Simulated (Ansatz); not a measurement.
# Al6P6H: the cost of one run

Program: Ansatz 0.2.0. Level of theory: DFT PBE, scalar-relativistic, plane waves, PAW. These are calculated values, not measurements.

The COD entry's cell or inner coordinates are ideal or old and differ from later refinements, so a difference from it is no clean test against experiment.

41 further runs of the same task are left out: 41 set aside as unsound or not needed.

### 1 The structure to begin with

Symmetry: F-43m, No. 216, cubic system. Conventional cell: a = 5.507 Å, b = 5.507 Å, c = 5.507 Å, α = 90.00°, β = 90.00°, γ = 90.00°. Around Al (site symmetry -43m) lie 4 P at 2.38 Å. P (site symmetry -43m) is surrounded by 4 Al at 2.38 Å.

As a file:

```
CELL_PARAMETERS angstrom
0.00000 2.75326 2.75326
2.75326 0.00000 2.75326
2.75326 2.75326 0.00000
ATOMIC_POSITIONS crystal
Al 0.00000 0.00000 0.00000
P 0.75000 0.75000 0.75000
```

It is the result of an earlier relaxation at this level (volume 20.87 Å³/atom; gap on the mesh: 1.63 eV).

### 2 The scan

Atoms count from 1 in the order of the input.

A guest moved over a lattice plane through the rigid host; the plane is (1 −1 1) of the conventional cell, half-way across the widest gap between atomic layers, origin above P10.

First coordinate, place of H13 along a1: 9 values from 0.000 to 0.889, periodic. Second coordinate, place of H13 along a2: 9 values from 0.000 to 0.889, periodic.

Nothing else is relaxed (host rigid, guest held in the plane). Points are written as (first, second).

The two vectors of the plane (Å): (2.753, -2.753, 0.000); (2.753, 0.000, -2.753).

### 3 Grid point (7/9, 0/9) of the map's two axes

The input, input.yaml:

```yaml
crystal:
  lattice:
    - [-5.5065207324, -2.7532603662, 2.7532603662]
    - [-2.7532603662, 2.7532603662, 5.5065207324]
    - [-5.5065207324, 2.7532603662, -2.7532603662]
  atoms:
    - { symbol: Al, position: [0.1666666667, 0.6666666667, 0.5] }
    - { symbol: Al, position: [0.6666666667, 0.6666666667, 0.0] }
    - { symbol: Al, position: [0.5, 0.0, 0.5] }
    - { symbol: Al, position: [0.0, 0.0, 0.0] }
    - { symbol: Al, position: [0.3333333333, 0.3333333333, 0.0] }
    - { symbol: Al, position: [0.8333333333, 0.3333333333, 0.5] }
    - { symbol: P, position: [0.125, 1.0, 0.625] }
    - { symbol: P, position: [0.625, 1.0, 0.125] }
    - { symbol: P, position: [0.4583333333, 0.3333333333, 0.625] }
    - { symbol: P, position: [0.9583333333, 0.3333333333, 0.125] }
    - { symbol: P, position: [0.2916666667, 0.6666666667, 0.125] }
    - { symbol: P, position: [0.7916666667, 0.6666666667, 0.625] }
    - { symbol: H, position: [0.9421536919, 0.2407132411, -0.3263785765] }
total_charge: 1
basis:
  ecutwfc: 420
kpoints:
  mp_grid: { grid: [4, 4, 4] }
hamiltonian:
  xc: pbe
  pseudopotentials: { kind: paw, azcp: { folder: soft_1 } }
scf:
  occupations: { method: gaussian, width: 0.05 }
output:
  forces: true
  stress: true
  eigenvalues: true
```

Command:

```
$ ansatz run input.yaml --threads 4 --pin off --max-ram 8192MiB --backend cpu --events-out ev --progress --plain --runs-dir out
```

What time and memory should one allow on 4 threads of Arm Neoverse N1, shared host?

About 14 s, with a peak of 0.64 GiB.
